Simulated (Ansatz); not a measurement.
Starting structure of a cell relaxation (symmetry kept):

```
Al Ni
1.0
     3.99420    0.00000    0.00000
    -1.99710    3.45907    0.00000
     0.00000    0.00000    4.88086
Al Ni
3 2
Direct
  0.00000 0.00000 0.00000
  0.33333 0.66667 0.64808
  0.66667 0.33333 0.35192
  0.33333 0.66667 0.14657
  0.66667 0.33333 0.85343
```

The calculation used Ansatz, DFT PBEsol, scalar-relativistic, plane waves, PAW.

Settings: cutoff 420 eV, Γ-centred mesh 12×12×8 on the computed 5-atom cell, Gaussian smearing of 0.10 eV; no spin polarisation.

What does it relax to?

The volume stays the same within 0.01 Å³/atom to 13.49 Å³/atom, and the energy falls by 0.3 meV/atom. Final structure:
```
Al Ni
1.0
     4.00314    0.00000    0.00000
    -2.00157    3.46682    0.00000
     0.00000    0.00000    4.85946
Al Ni
3 2
Direct
  0.00000 0.00000 0.00000
  0.33333 0.66667 0.64778
  0.66667 0.33333 0.35222
  0.33333 0.66667 0.14557
  0.66667 0.33333 0.85443
```